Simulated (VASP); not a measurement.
# BP (F-43m) in VASP: settings compared

Aim: see how the results for BP move with the level of theory and the settings. Levels: PBEsol, PBE. Tasks: relaxation of cell and atoms, relaxation of the atoms.

All numbers are computed with VASP 6.6.1; they aren't measurements. Logs are shortened: lines on timing, memory, paths and dates and some standing lists are left out, and cuts for length are marked.

## 1. The crystal as given

The structure is cubic, space group F-43m (No. 216). Conventional cell: a = 4.521 Å, b = 4.521 Å, c = 4.521 Å, α = 90.00°, β = 90.00°, γ = 90.00°. B (site symmetry -43m) has 4 P at 1.96 Å as nearest neighbours. P (site symmetry -43m) is surrounded by 4 B at 1.96 Å.

## 2. Relaxation of cell and atoms, PBEsol

The input, INCAR:

```
SYSTEM = BP
PREC = Accurate
ENCUT = 600
EDIFF = 1E-7
ISMEAR = 0
SIGMA = 0.03
LREAL = .False.
LASPH = .True.
NELM = 80
ALGO = Normal
ISIF = 3
LWAVE = .False.
LCHARG = .False.
GGA = PS
IBRION = 2
NSW = 90
EDIFFG = -0.005
```

The input, KPOINTS:

```
Automatic mesh
0
Gamma
  10 10 10
  0 0 0
```

The input, POSCAR:

```
BP                                      
1.0
   -0.0000000000      2.2605516541      2.2605516541
    2.2605516541      0.0000000000      2.2605516541
    2.2605516541      2.2605516541     -0.0000000000
  B               P             
     1     1
Direct
     0.0000000000000000    0.0000000000000000    0.0000000000000000
     0.2500000000000000    0.2500000000000000    0.2500000000000000
```

Potentials or basis: VASP PAW PBE potentials, release 64 (B, P).

On the command line:

```console
$ cat potpaw_PBE.64/B/POTCAR potpaw_PBE.64/P/POTCAR > POTCAR
$ mpirun -np 1 vasp_std > vasp.out
```

OUTCAR:

```text
SYSTEM = BP
   PREC = Accurate
   ENCUT = 600
   EDIFF = 1E-7
   ISMEAR = 0
   LREAL = .False.
   LASPH = .True.
   NELM = 80
   ISIF = 3
   GGA = PS
   IBRION = 2
   NSW = 90
   EDIFFG = -0.005

 ion  position               nearest neighbor table
   1  0.000  0.000  0.000-   2 1.96   2 1.96   2 1.96   2 1.96
   2  0.250  0.250  0.250-   1 1.96   1 1.96   1 1.96   1 1.96

  LATTYP: Found a face centered cubic cell.
 ALAT       =     4.5211033082

  Lattice vectors:

 A1 = (   0.0000000000,   2.2605516541,   2.2605516541)
 A2 = (   2.2605516541,   0.0000000000,   2.2605516541)
 A3 = (   2.2605516541,   2.2605516541,   0.0000000000)

Analysis of symmetry for initial positions (statically):
=====================================================================
 Subroutine PRICEL returns:
 Original cell was already a primitive cell.

 Routine SETGRP: Setting up the symmetry group for a
 face centered cubic supercell.

 Subroutine GETGRP returns: Found 24 space group operations
 (whereof 24 operations were pure point group operations)
 out of a pool of 48 trial point group operations.

The static configuration has the point symmetry T_d .

Analysis of symmetry for dynamics (positions and initial velocities):
=====================================================================
 Subroutine PRICEL returns:
 Original cell was already a primitive cell.

 Routine SETGRP: Setting up the symmetry group for a
 face centered cubic supercell.

 Subroutine GETGRP returns: Found 24 space group operations
 (whereof 24 operations were pure point group operations)
 out of a pool of 48 trial point group operations.

The dynamic configuration has the point symmetry T_d .

 Subroutine INISYM returns: Found 24 space group operations
 (whereof 24 operations are pure point group operations),
 and found     1 'primitive' translations

----------------------------------------------------------------------------------------

                                     Primitive cell

  volume of cell :      23.1033

  direct lattice vectors                    reciprocal lattice vectors
     0.000000000  2.260551654  2.260551654    -0.221184948  0.221184948  0.221184948
     2.260551654  0.000000000  2.260551654     0.221184948 -0.221184948  0.221184948
     2.260551654  2.260551654  0.000000000     0.221184948  0.221184948 -0.221184948

  length of vectors
     3.196902808  3.196902808  3.196902808     0.383103568  0.383103568  0.383103568

  position of ions in fractional coordinates (direct lattice)
     0.000000000  0.000000000  0.000000000
     0.250000000  0.250000000  0.250000000

  ion indices of the primitive-cell ions
   primitive index   ion index
                 1           1
                 2           2

----------------------------------------------------------------------------------------

 KPOINTS: Automatic mesh

Automatic generation of k-mesh.
 Grid dimensions read from file:
 generate k-points for:   10   10   10

 Generating k-lattice:

  Cartesian coordinates                     Fractional coordinates (reciprocal lattice)
    -0.022118495  0.022118495  0.022118495     0.100000000  0.000000000  0.000000000
     0.022118495 -0.022118495  0.022118495     0.000000000  0.100000000  0.000000000
     0.022118495  0.022118495 -0.022118495     0.000000000  0.000000000  0.100000000

  Length of vectors
     0.038310357  0.038310357  0.038310357

  Shift w.r.t. Gamma in fractional coordinates (k-lattice)
     0.000000000  0.000000000  0.000000000

 Subroutine IBZKPT returns following result:
 ===========================================

 Found     47 irreducible k-points:

 Following reciprocal coordinates:
            Coordinates               Weight
  0.000000  0.000000  0.000000      1.000000
  0.100000  0.000000  0.000000      8.000000
  0.200000  0.000000  0.000000      8.000000
  0.300000  0.000000  0.000000      8.000000
  0.400000  0.000000  0.000000      8.000000
  0.500000  0.000000  0.000000      4.000000
[... 16 lines left out ...]
  0.300000  0.300000  0.000000      6.000000
  0.400000  0.300000  0.000000     24.000000
 [... further k-points ...]
   k-points           NKPTS =     47   k-points in BZ     NKDIM =     47   number of bands    NBANDS=      8
   number of dos      NEDOS =    301   number of ions     NIONS =      2
   total plane-waves  NPLWV =  21952
   dimension x,y,z NGX =    28 NGY =   28 NGZ =   28
   dimension x,y,z NGXF=    56 NGYF=   56 NGZF=   56
   ions per type =               1   1
   NGX,Y,Z   is equivalent  to a cutoff of  14.56, 14.56, 14.56 a.u.
   NGXF,Y,Z  is equivalent  to a cutoff of  29.12, 29.12, 29.12 a.u.
 SYSTEM =  BP
   PREC   = accura    normal or accurate (medium, high low for compatibility)
   ISTART =      0    job   : 0-new  1-cont  2-samecut
   ICHARG =      2    charge: 1-file 2-atom 10-const
   ISPIN  =      1    spin polarized calculation?
   LNONCOLLINEAR =      F non collinear calculations
   LSORBIT =      F    spin-orbit coupling
   LASPH  =      T    aspherical Exc in radial PAW
   ENCUT  =  600.0 eV  44.10 Ry    6.64 a.u.   6.39  6.39  6.39*2*pi/ulx,y,z
   NELM   =     80;   NELMIN=  2; NELMDL= -5     # of ELM steps
   EDIFF  = 0.1E-06   stopping-criterion for ELM
   LREAL  =      F    real-space projection
   EDIFFG = -.5E-02   stopping-criterion for IOM
   NSW    =     90    number of steps for IOM
   IBRION =      2    ionic relax: 0-MD 1-quasi-New 2-CG
   NFREE  =      1    steps in history (QN), initial steepest desc. (CG)
   ISIF   =      3    stress and relaxation
   ISYM   =      2    0-nonsym 1-usesym 2-fastsym
   POTIM  = 0.5000    time-step for ionic-motion
   TEBEG  =    0.0;   TEEND  =   0.0 temperature during run
   PSTRESS=    0.0 pullay stress
   NELECT =       8.0000    total number of electrons
   NUPDOWN=      -1.0000    fix difference up-down
   EMIN   =  10.00;   EMAX   =-10.00  energy-range for DOS
   EFERMI =   0.00;   METHOD = LEGACY
   ISMEAR =     0;   SIGMA  =   0.03  broadening in eV -4-tet -1-fermi 0-gaus
   EFERMI_NEDOS =   21; number of points for ismear=-14 and -15
   IALGO  =     38    algorithm
   IMIX   =      4    mixing-type and parameters
     AMIX     =   0.40;   BMIX     =  1.00
     AMIX_MAG =   1.60;   BMIX_MAG =  1.00
  volume/ion in A,a.u.               =      11.55        77.95
  Fermi-wavevector in a.u.,A,eV,Ry     =   1.149601  2.172431 17.981215  1.321582
  Thomas-Fermi vector in A             =   2.286270
   LORBIT       =      0    0 simple, 1 ext, 2 COOP (PROOUT), +10 PAW based schemes
   GGA     = PS    functional components
   LHFCALC =     F    Hartree Fock is set to
   AEXX    =    0.0000 exact exchange contribution
   IVDW    =     0    specifies the selected vdW correction
   LEPSILON=     F    determine dielectric tensor
   LRPA    =     F    only Hartree local field effects (RPA)
 conjugate gradient relaxation of ions
 non-spin polarized calculation
 Gauss-broadening in eV      SIGMA  =   0.03
  energy-cutoff  :      600.00
  volume of cell :       23.10
 maximum number of plane-waves:       785
 NGX is ok and might be reduce to    28
   NGX = 13   NGY = 13   NGZ = 13

 number of electron       8.0000000 magnetization

 Free energy of the ion-electron system (eV)
  ---------------------------------------------------
  ext. energy  EPLUGINS =         0.00000000
  ---------------------------------------------------
  free energy    TOTEN  =       -13.67526506 eV

  energy without entropy =      -13.67526506  energy(sigma->0) =      -13.67526506

 E-fermi :   7.6771     XC(G=0): -11.0930

 val. band max:        7.5378211394   @ k =   0.0000   0.0000   0.0000
 cond. band min:       8.6543108817   @ k =   0.4000   0.4000   0.0000
 fundamental gap:      1.1164897423
 Fermi energy:         7.6770830318

 k-point     1 :       0.0000    0.0000    0.0000
  band No.  band energies     occupation
      1      -8.0601      2.00000
      2       7.5378      2.00000
      3       7.5378      2.00000
      4       7.5378      2.00000
      5      10.9113      0.00000
      6      10.9113      0.00000
      7      10.9113      0.00000
      8      15.0509      0.00000

 k-point     2 :       0.1000    0.0000    0.0000
  band No.  band energies     occupation
      1      -7.8777      2.00000
      2       6.2154      2.00000
      3       7.2363      2.00000
      4       7.2363      2.00000
      5      11.3274      0.00000
      6      11.3274      0.00000
      7      11.3582      0.00000
      8      15.5574      0.00000

 k-point     3 :       0.2000    0.0000    0.0000
  band No.  band energies     occupation
      1      -7.3371      2.00000
      2       3.8434      2.00000
      3       6.6685      2.00000
      4       6.6685      2.00000
      5      11.5703      0.00000
      6      12.0524      0.00000
      7      12.0524      0.00000
      8      16.6686      0.00000

 k-point     4 :       0.3000    0.0000    0.0000
  band No.  band energies     occupation
      1      -6.4670      2.00000
      2       1.4532      2.00000
      3       6.1745      2.00000
      4       6.1745      2.00000
      5      11.4880      0.00000
      6      12.3662      0.00000
      7      12.3662      0.00000
      8      17.4681      0.00000

 k-point     5 :       0.4000    0.0000    0.0000
  band No.  band energies     occupation
      1      -5.3774      2.00000
      2      -0.6006      2.00000
      3       5.8624      2.00000
      4       5.8624      2.00000
      5      11.3801      0.00000
      6      12.2773      0.00000
      7      12.2773      0.00000
      8      17.5645      0.00000
[... 177 lines left out ...]
 k-point    22 :      -0.2000    0.2000    0.0000
  band No.  band energies     occupation
      1      -6.1717      2.00000
      2       2.2441      2.00000
      3       3.2760      2.00000
      4       6.2777      2.00000
      5      11.9776      0.00000
      6      12.8430      0.00000
      7      13.9184      0.00000
      8      15.8645      0.00000

 k-point    23 :       0.3000    0.3000    0.0000
  band No.  band energies     occupation
      1      -5.9178      2.00000
      2       2.6954      2.00000
      3       4.2569      2.00000
      4       4.2569      2.00000
      5       8.9567      0.00000
      6      11.3086      0.00000
      7      16.4466      0.00000
      8      16.4466      0.00000

 k-point    24 :       0.4000    0.3000    0.0000
  band No.  band energies     occupation
      1      -5.0798      2.00000
      2       1.3491      2.00000
      3       3.4067      2.00000
      4       3.9589      2.00000
      5       9.2412      0.00000
      6      11.0314      0.00000
      7      17.0650      0.00000
      8      17.0687      0.00000

 [... further k-points ...]

------------------------ aborting loop because EDIFF is reached ----------------------------------------

  FORCE on cell =-STRESS in cart. coord.  units (eV):
  Direction    XX          YY          ZZ          XY          YZ          ZX
  --------------------------------------------------------------------------------------
  -------------------------------------------------------------------------------------
  Total        0.0001758      0.0001758      0.0001758     -0.0000000      0.0000000      0.0000000
  in kB        0.0121920      0.0121920      0.0121920     -0.0000000      0.0000000      0.0000000
  external PRESSURE =       0.0121920 kB  Pullay stress =       0.0000000 kB

 VOLUME and BASIS-vectors are now :
 -----------------------------------------------------------------------------
  energy-cutoff  :      600.00
  volume of cell :       23.10
      direct lattice vectors                 reciprocal lattice vectors
     0.000000000  2.260551654  2.260551654    -0.221184948  0.221184948  0.221184948
     2.260551654  0.000000000  2.260551654     0.221184948 -0.221184948  0.221184948
     2.260551654  2.260551654  0.000000000     0.221184948  0.221184948 -0.221184948

 POSITION                                       TOTAL-FORCE (eV/Angst)
 -----------------------------------------------------------------------------------
      0.00000      0.00000      0.00000        -0.000000      0.000000      0.000000
      1.13028      1.13028      1.13028         0.000000     -0.000000     -0.000000
 -----------------------------------------------------------------------------------
    total drift:                               -0.000000     -0.000000      0.000000

  FREE ENERGIE OF THE ION-ELECTRON SYSTEM (eV)
  ---------------------------------------------------
  free  energy   TOTEN  =       -13.6752650567 eV

  energy  without entropy=      -13.6752650567  energy(sigma->0) =      -13.67526506

 reached required accuracy - stopping structural energy minimisation
```

It took 20 s on 1 thread of Intel Xeon Platinum 8259CL at 2.50GHz (Skylake/Cascade Lake), shared host; peak memory 0.15 GiB.

What came out:

| Property | Result |
| --- | --- |
| Free energy | -13.6753 eV |
| Pressure after relaxing | 0.0 GPa |
| Band gap on the k mesh | 1.12 eV, indirect (least direct gap 3.37 eV) |

Final structure:
```yaml
crystal:
  lattice:
    - [0.00000, 2.26055, 2.26055]
    - [2.26055, 0.00000, 2.26055]
    - [2.26055, 2.26055, 0.00000]
  atoms:
    - { symbol: B, position: [0.00000, 0.00000, 0.00000] }
    - { symbol: P, position: [0.25000, 0.25000, 0.25000] }
```

Caveat: the relaxation stopped at its first step, so nothing moved; the PAW data sets were made with another functional, which shifts forces and pressure a little.

## 3. Relaxation of cell and atoms, PBE

This run uses another cell than the first one, of 11.68 Å³/atom, 1.011 times its volume.

The input, INCAR:

```
  PREC = Accurate
  ENCUT = 300
  EDIFF = 1E-6
  ISMEAR = 0
  SIGMA = 0.03
  LREAL = F
  LASPH = T
  NELM = 80
  ALGO = Normal
  ISIF = 3
  LWAVE = F
  LCHARG = F
  GGA = PE
  IBRION = 2
  NSW = 90
  EDIFFG = -0.01
```

The input, KPOINTS:

```
regular mesh
0
Gamma
  5 5 5
```

The input, POSCAR:

```
BP
1.0
    0.0000000000      2.2690000000      2.2690000000
    2.2690000000      0.0000000000      2.2690000000
    2.2690000000      2.2690000000      0.0000000000
B P
1 1
Direct
    0.0000000000      0.0000000000      0.0000000000
    0.2500000000      0.2500000000      0.2500000000
```

Potentials or basis: VASP PAW PBE potentials, release 64 (B_s, P).

On the command line:

```console
$ cat potpaw_PBE.64/B_s/POTCAR potpaw_PBE.64/P/POTCAR > POTCAR
$ mpirun -np 1 vasp_std > vasp.out
```

It took 4.6 s on 1 thread of Intel Xeon Platinum 8488C (Sapphire Rapids), shared host; peak memory 0.1 GiB.

The run converged, but some of its settings lie outside the range that counts as converged, so its numbers aren't taken as properties of the crystal.

What came out:

```
Free energy                            : -12.8616 eV
Relaxed volume                         : 11.75 Å³/atom
Relaxed cell                           : a = 3.215 Å, b = 3.215 Å, c = 3.215 Å, α = 60.00°, β = 60.00°, γ = 60.00°
Space group after relaxing (to 0.05 Å) : F-43m (No. 216)
Energy gained by relaxing              : 0.2 meV/atom
Ionic steps                            : 3
Band gap on the k mesh                 : 1.24 eV, indirect (least direct gap 3.39 eV)
```

Caveat: the k mesh is coarse (spacing up to 0.48 Å⁻¹), so the values aren't converged; the cutoff is under 1.25 times the usual one of these potentials, so pressure, stress and relaxed cells hold a basis-set (Pulay) error; an odd mesh through Γ misses points on the zone boundary, where band edges often lie.

## 4. Relaxation of cell and atoms, PBE

This run uses another cell than the first one, of 11.75 Å³/atom, 1.017 times its volume.

INCAR, as its differences from that of step 3:

```diff
@@ -2,3 +2,3 @@
   ENCUT = 300
-  EDIFF = 1E-6
+  EDIFF = 1E-7
   ISMEAR = 0
@@ -15,2 +15,2 @@
   NSW = 90
-  EDIFFG = -0.01
+  EDIFFG = -0.005
```

KPOINTS is that of step 3.

The input, POSCAR:

```
BP                                      
1.0
   -0.0000000000      2.2731187676      2.2731187676
    2.2731187676      0.0000000000      2.2731187676
    2.2731187676      2.2731187676      0.0000000000
  B               P             
     1     1
Direct
     0.0000000000000000    0.0000000000000000    0.0000000000000000
     0.2500000000000000    0.2500000000000000    0.2500000000000000
```

On the command line:

```console
$ cat potpaw_PBE.64/B_s/POTCAR potpaw_PBE.64/P/POTCAR > POTCAR
$ mpirun -np 1 vasp_std > vasp.out
```

Wall time 3.8 s (1 thread of Intel Xeon Platinum 8488C (Sapphire Rapids), shared host); peak memory 0.11 GiB.

These settings aren't checked as converged: the numbers below hold their error.

Results:

```yaml
Free_energy: -12.8630 eV
Band_gap_on_the_k_mesh: 1.24 eV, indirect (least direct gap 3.39 eV)
```

Caveat: the k mesh is coarse (spacing up to 0.48 Å⁻¹), so the values aren't converged; the cutoff is under 1.25 times the usual one of these potentials, so pressure, stress and relaxed cells hold a basis-set (Pulay) error; the relaxation stopped at its first step, so nothing moved; an odd mesh through Γ misses points on the zone boundary, where band edges often lie.

[end of part 1 of 2]
